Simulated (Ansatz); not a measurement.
# ZrO2: further runs on the relaxed cell

The task here is to estimate one member of a computed series from the others.

The COD entry's cell or inner coordinates are ideal or old and differ from later refinements, so a difference from it is no clean test against experiment.

Program: Ansatz 0.2.0. Level of theory: DFT r2SCAN, scalar-relativistic, plane waves, PAW. These are calculated values, not measurements.

1 further run of the same task is left out (set aside as unsound or not needed).

### The structure to begin with

The structure is cubic, space group Fm-3m (No. 225). Conventional cell: a = 5.089 Å, b = 5.089 Å, c = 5.089 Å, α = 90.00°, β = 90.00°, γ = 90.00°. Zr (site symmetry m-3m) has 8 O at 2.20 Å as nearest neighbours. O (site symmetry -43m) has 4 Zr at 2.20 Å as nearest neighbours.

Structure file:

```
Zr O
1.0
     0.00000    2.54472    2.54472
     2.54472    0.00000    2.54472
     2.54472    2.54472    0.00000
Zr O
1 2
Direct
  0.00000 0.00000 0.00000
  0.25000 0.25000 0.25000
  0.75000 0.75000 0.75000
```

This cell was relaxed beforehand with the same method: volume 10.99 Å³/atom, gap on the mesh 3.89 eV.

The first run:

The input, input.yaml:

```yaml
crystal:
  lattice:
    - [0.0, 2.5447179883, 2.5447179883]
    - [2.5447179883, 0.0, 2.5447179883]
    - [2.5447179883, 2.5447179883, 0.0]
  atoms:
    - { symbol: Zr, position: [0.0, 0.0, 0.0] }
    - { symbol: O, position: [0.25, 0.25, 0.25] }
    - { symbol: O, position: [0.75, 0.75, 0.75] }
basis:
  ecutwfc: 500
kpoints:
  mp_grid: { grid: [8, 8, 8] }
  band_path:
    path:
      - [[0.0, 0.0, 0.0], [0.5, 0.0, 0.5], [0.625, 0.25, 0.625]]
      - [[0.375, 0.375, 0.75], [0.0, 0.0, 0.0], [0.5, 0.5, 0.5], [0.5, 0.25, 0.75], [0.5, 0.0, 0.5]]
    npoints: 14
hamiltonian:
  xc: r2scan
scf:
  occupations: { method: gaussian, width: 0.02 }
  n_extra_bands: 7
output:
  forces: true
  stress: true
  eigenvalues: true
  populations: true
  dos: { projected: true, de: 0.02, nscf_kmesh: { grid: [12, 12, 12] } }
  bader: true
  write_density: true
  write_potential: true
  elf: true
  volumetric_format: npy
```

The run is started by

```
> ansatz run input.yaml --threads 1 --pin off --max-ram 2560MiB --backend cpu --events-out ev --progress --plain --runs-dir out
```

Steps of the session up to this table: Electronic structure at the relaxed geometry; Band edges anywhere in the zone; Levels beside the edges; Back to the database's cell; Optical spectrum; Volume × 0.97; Volume × 1.03; The cell scaled to 0.94 of its volume; Point at V/V0 = 1.06; Volume × 0.91; The cell scaled to 1.10 of its volume; Point at V/V0 = 0.88.

One of the session's tables, all rows but one given; the rest of the session is left out.

It belongs to the step «Energy against volume». 

| volume (Å³/atom) | energy above the lowest point (meV/atom) | pressure (GPa) | gap on the mesh (eV) |
| --- | --- | --- | --- |
| 9.667 | 157.7 | 42.77 | 4.27 |
| 9.997 | 83.8 | 29.45 | 4.17 |
| 10.327 | 35.2 | 18.06 | 4.08 |
| 10.656 | 8.3 | 8.32 | 3.98 |
| 10.986 | 0.0 | -0.02 | 3.89 |
| 11.315 | 7.6 | -7.16 | 3.79 |
| 11.645 | ? | ? | ? |
| 12.084 | 74.8 | -20.09 | 3.58 |

**Question.** Estimate the row for volume (Å³/atom) = 11.645.

Worked estimate for «energy above the lowest point (meV/atom)». A straight line through the neighbours (11.315, 7.6) and (12.084, 74.8) gives 7.6 + (74.8 − 7.6) × (11.645 − 11.315) / (12.084 − 11.315) = 36.4; a parabola fitted to 3 rows on both sides gives 28.0.

As computed: energy above the lowest point (meV/atom): 28.8; pressure (GPa): -13.28; gap on the mesh (eV): 3.70. In «energy above the lowest point (meV/atom)» the line misses by +7.6 and the parabola by -0.8.

Limits of these values: Absorption along x passes 10⁴ cm⁻¹ at 4.4 eV, beside a least direct gap of 4.29 eV on the SCF mesh; the indirect gap of 3.89 eV gives no absorption without phonons.
